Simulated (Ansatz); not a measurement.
TiTe:

```
Ti Te
1.0
     0.00000    3.05007    3.05007
     3.05007    0.00000    3.05007
     3.05007    3.05007    0.00000
Ti Te
1 1
Direct
  0.50000 0.50000 0.50000
  0.00000 0.00000 0.00000
```

The cell comes from a database or a generator and needn't be the stable form of this composition.

```yaml
Program: Ansatz 0.2.0
Task: relaxation of cell and atoms
Functional: BLYP
Potentials_or_basis: Ansatz PAW
Cutoff: "420 eV (not typed: the program's choice for these potentials)"
k_mesh: 8 × 8 × 8
Occupations: fermi-dirac, width 0.05 eV
Spin: no spin polarisation
```

At the start: volume 28.37 Å³/atom.

**Question.** How do energy, volume and symmetry change on relaxing?

**Answer.** It ends after 5 steps and the volume is 24.14 Å³/atom (-14.9 %); space group Fm-3m (No. 225, to 0.05 Å).

The path:
```
step  energy change (eV)  largest force (eV/Å)  volume (Å³)
   1              0.0000                0.0000        56.75
   2             -0.2221                0.0000        48.85
   3             -0.2234                0.0000        48.08
   4             -0.2235                0.0000        48.28
   5             -0.2224                0.0000        48.28
```

Final structure:
```
Ti Te
1.0
     0.00000    2.89015    2.89015
     2.89015    0.00000    2.89015
     2.89015    2.89015    0.00000
Ti Te
1 1
Direct
  0.50000 0.50000 0.50000
  0.00000 0.00000 0.00000
```

Caveat: the plane-wave basis is chosen anew once the cell has moved, so the energies of steps on either side of that aren't comparable; the PAW data sets come from PBE, with cores solved anew for the run's functional, which leaves a small shift of forces and pressure.
